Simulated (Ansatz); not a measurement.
The system is CuO.

```
Cu O
1.0
     0.00000    2.32725    2.32725
     2.32725    0.00000    2.32725
     2.32725    2.32725    0.00000
Cu O
1 1
Direct
  0.00000 0.00000 0.00000
  0.25000 0.25000 0.25000
```

Measurements of this composition are mostly on another form, of space group No. 15.

| Item | Value |
| --- | --- |
| Program | Ansatz 0.2.0 |
| Task | relaxation of cell and atoms |
| Functional | r2SCAN |
| Potentials or basis | Ansatz PAW |
| Cutoff | 500 eV (not typed: the program's choice for these potentials) |
| k mesh | 10 × 10 × 10 |
| Occupations | fermi-dirac, width 0.05 eV |
| Spin | no spin polarisation |

At the start: volume 12.60 Å³/atom.

**Question.** How do energy, volume and symmetry change on relaxing?

**Answer.** It ends after 6 steps and the volume is 11.12 Å³/atom (-11.8 %); space group F-43m (No. 216, to 0.05 Å).

The path:
```csv
step,energy change (eV),largest force (eV/Å),volume (Å³)
1,0.0000,0.0000,25.21
2,-0.1155,0.0000,23.68
3,-0.1545,0.0000,21.87
4,-0.1573,0.0000,22.28
5,-0.1573,0.0000,22.24
6,-0.1552,0.0000,22.24
```

Final structure:
```xyz
2
Lattice="0.0000 2.2321 2.2321 2.2321 0.0000 2.2321 2.2321 2.2321 0.0000" Properties=species:S:1:pos:R:3 pbc="T T T"
Cu    0.0000    0.0000    0.0000
O     1.1161    1.1161    1.1161
```

Caveat: the plane-wave basis is chosen anew once the cell has moved, so the energies of steps on either side of that aren't comparable; an odd number of electrons without spin polarisation forces a metal; a magnetic or distorted state may lie lower; the run has no spin polarisation, though such a crystal can be magnetic; the PAW data sets come from PBE, with cores solved anew for the run's functional, which leaves a small shift of forces and pressure.
